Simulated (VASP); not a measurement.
# CsPbBr3 (Pnma) in VASP: a series of runs, part 2 of 2

VASP 6.6.1. The steps go on from the part before.

### Step 3. Relaxation of cell and atoms, PBE

This run uses another cell than the first one, of 41.68 Å³/atom, 1.051 times its volume.

INCAR reads:

```
SYSTEM = CsPbBr3
PREC = Accurate
ENCUT = 300
EDIFF = 1E-7
ISMEAR = 0
SIGMA = 0.03
LREAL = .FALSE.
LASPH = .TRUE.
NELM = 80
ALGO = Normal
ISIF = 3
LWAVE = .FALSE.
LCHARG = .FALSE.
GGA = PE
IBRION = 2
NSW = 90
EDIFFG = -0.005
```

KPOINTS reads:

```
regular mesh
0
G
  2 2 2
  0 0 0
```

POSCAR reads:

```
CsPbBr3                                 
1.0
    8.5428285830      0.0000000000      0.0000000000
    0.0000000000     11.9179853078      0.0000000000
   -0.0000000000      0.0000000000      8.1876643389
  Cs              Pb              Br            
     4     4    12
Direct
     0.5618868482785082    0.2500000000000000    0.0175867164033015
     0.9381131517214918    0.7500000000000000    0.5175867164033019
     0.0618868482785083    0.2500000000000000    0.4824132835966985
     0.4381131517214917    0.7500000000000000    0.9824132835966981
     0.0000000000000000    0.5000000000000000    0.0000000000000000
     0.5000000000000000    0.5000000000000000    0.5000000000000000
     0.5000000000000000    0.0000000000000000    0.5000000000000000
     0.0000000000000000    0.0000000000000000    0.0000000000000000
     0.2978088023547037    0.4639524925099370    0.1982998628675673
     0.2021911976452963    0.5360475074900635    0.6982998628675675
     0.7978088023547035    0.0360475074900632    0.3017001371324329
     0.7021911976452965    0.9639524925099365    0.8017001371324325
     0.7021911976452965    0.5360475074900635    0.8017001371324325
     0.7978088023547035    0.4639524925099370    0.3017001371324329
     0.2021911976452963    0.9639524925099365    0.6982998628675675
     0.2978088023547037    0.0360475074900632    0.1982998628675673
     0.0125454919765586    0.7500000000000000    0.0694486951940390
     0.4874545080234413    0.2500000000000000    0.5694486951940390
     0.5125454919765584    0.7500000000000000    0.4305513048059610
     0.9874545080234416    0.2500000000000000    0.9305513048059610
```

Potentials or basis: VASP PAW PBE potentials, release 64 (Cs_sv, Pb, Br).

Command:

```bash
cat potpaw_PBE.64/Cs_sv/POTCAR potpaw_PBE.64/Pb/POTCAR potpaw_PBE.64/Br/POTCAR > POTCAR
mpirun -np 4 vasp_std > vasp.out
```

Wall time 13 min (4 MPI ranks of Intel Xeon 6975P-C (Granite Rapids), shared host); peak memory 0.26 GiB.

The run converged. Its results:

* Free energy: -64.0006 eV
* Relaxed volume: 41.73 Å³/atom
* Relaxed cell: a = 8.515 Å, b = 11.890 Å, c = 8.243 Å, α = 90.00°, β = 90.00°, γ = 90.00°
* Space group after relaxing (to 0.05 Å): Pnma (No. 62)
* Energy gained by relaxing: 0.1 meV/atom
* Ionic steps: 25
* Pressure after relaxing: 0.0 GPa
* Largest force after relaxing: 0.005 eV/Å
* Band gap on the k mesh: 2.11 eV, direct

Forces on the atoms (eV/Å):
```
Cs  -0.002  0.000  0.003
Cs   0.002  0.000  0.003
Cs  -0.002  0.000 -0.003
Cs   0.002  0.000 -0.003
Pb   0.000  0.000  0.000
Pb   0.000  0.000  0.000
Pb   0.000  0.000  0.000
Pb   0.000  0.000  0.000
Br   0.003 -0.002  0.003
Br  -0.003  0.002  0.003
Br   0.003  0.002 -0.003
Br  -0.003 -0.002 -0.003
Br  -0.003  0.002 -0.003
Br   0.003 -0.002 -0.003
Br  -0.003 -0.002  0.003
Br   0.003  0.002  0.003
Br   0.002  0.000  0.001
Br  -0.002  0.000  0.001
Br   0.002  0.000 -0.001
Br  -0.002  0.000 -0.001
```

The path:
```tsv
step	energy change (eV)	largest force (eV/Å)	pressure (GPa)	volume (Å³)
1	0.0000	0.0088	-0.02	833.61
2	-0.0001	0.0086	0.00	833.14
3	-0.0002	0.0085	0.01	832.49
4	-0.0003	0.0087	0.01	832.76
5	-0.0006	0.0097	-0.01	833.56
6	-0.0005	0.0117	-0.04	835.17
7	-0.0006	0.0104	-0.02	834.16
8	-0.0007	0.0101	-0.02	834.14
9	-0.0009	0.0097	-0.02	834.07
10	-0.0012	0.0089	-0.01	833.93
11	-0.0015	0.0074	0.00	833.64
12	-0.0014	0.0094	0.02	833.07
13	-0.0016	0.0081	0.01	833.40
14	-0.0019	0.0068	0.00	833.85
15	-0.0020	0.0072	-0.01	834.26
16	-0.0020	0.0074	-0.01	834.35
17	-0.0021	0.0070	0.00	833.85
18	-0.0022	0.0069	0.03	832.94
19	-0.0022	0.0069	0.02	833.22
20	-0.0023	0.0070	0.01	833.77
21	-0.0024	0.0079	-0.01	834.24
22	-0.0025	0.0070	0.00	834.18
23	-0.0025	0.0084	0.00	834.04
24	-0.0027	0.0065	0.00	834.34
25	-0.0027	0.0046	-0.01	834.63
```

Final structure:
```
Cs Pb Br
1.0
     8.51538    0.00000    0.00000
     0.00000   11.88999    0.00000
     0.00000    0.00000    8.24342
Cs Pb Br
4 4 12
Direct
  0.55853 0.25000 0.01575
  0.94147 0.75000 0.51575
  0.05853 0.25000 0.48425
  0.44147 0.75000 0.98425
  0.00000 0.50000 0.00000
  0.50000 0.50000 0.50000
  0.50000 0.00000 0.50000
  0.00000 0.00000 0.00000
  0.29467 0.46282 0.20245
  0.20533 0.53718 0.70245
  0.79467 0.03718 0.29755
  0.70533 0.96282 0.79755
  0.70533 0.53718 0.79755
  0.79467 0.46282 0.29755
  0.20533 0.96282 0.70245
  0.29467 0.03718 0.20245
  0.01240 0.75000 0.07159
  0.48760 0.25000 0.57159
  0.51240 0.75000 0.42841
  0.98760 0.25000 0.92841
```

Levels at points of the mesh, in eV from the valence-band top:
```
           k point  band 64  band 65  band 66  band 67  band 68  band 69  band 70  band 71  band 72  band 73
(0.00, 0.00, 0.00)    -1.16    -1.02    -0.94    -0.54     0.00     2.11     2.17     2.23     2.45     2.64
(0.50, 0.00, 0.00)    -1.23    -1.04    -1.04    -0.73    -0.73     2.50     2.50     3.61     3.61     3.73
(0.00, 0.50, 0.00)    -1.26    -1.04    -1.04    -0.41    -0.41     2.29     2.29     2.43     2.43     3.59
(0.50, 0.50, 0.00)    -1.26    -1.01    -1.01    -1.01    -1.01     3.73     3.73     3.73     3.73     3.80
(0.00, 0.00, 0.50)    -1.22    -1.13    -1.13    -0.76    -0.76     2.49     2.49     3.61     3.61     3.68
(0.50, 0.00, 0.50)    -1.20    -0.97    -0.97    -0.53    -0.53     2.48     2.48     2.51     2.51     2.88
(0.00, 0.50, 0.50)    -1.23    -1.10    -1.10    -1.10    -1.10     3.67     3.67     3.72     3.72     3.80
(0.50, 0.50, 0.50)    -1.26    -0.89    -0.89    -0.89    -0.89     2.68     2.68     2.68     2.68     3.88
```

Caveat: spin-orbit coupling is left out, which as a rule narrows the gap of such compounds by several tenths of an eV.
